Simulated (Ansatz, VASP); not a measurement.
## One calculation of Mg, two programs

```xyz
1
Lattice="3.0573 0.0000 0.0000 -1.5287 2.6477 0.0000 0.0000 0.0000 3.3259" Properties=species:S:1:pos:R:3 pbc="T T T"
Mg    0.0000    0.0000    0.0000
```

Alike in both runs: task single point; functional PBE; k mesh 15 × 15 × 14; occupations gaussian, width 0.1 eV; no spin polarisation.

|  | VASP | Ansatz |
| --- | --- | --- |
| version | VASP 6.6.1 | Ansatz 0.2.0 |
| potentials or method | VASP PAW PBE potentials, release 64 (Mg) | scalar-relativistic, plane waves, PAW |
| plane-wave cutoff (eV) | 520 | 420 |
| valence electrons in the cell | 2 | 10 |

```tsv
	VASP	Ansatz	Ansatz less VASP
gap on the k mesh at the Fermi level (eV)	none	none	-
pressure (GPa)	-0.4	-0.4	+0.08
largest component of the traceless stress (GPa)	2.35	2.38	+0.027
```

A gap of «none» marks a metal or a gap that the smearing closes. With one functional, cell and mesh, what is left measures potentials, basis and numerics. The two sets of potentials don't hold the same shells in valence.
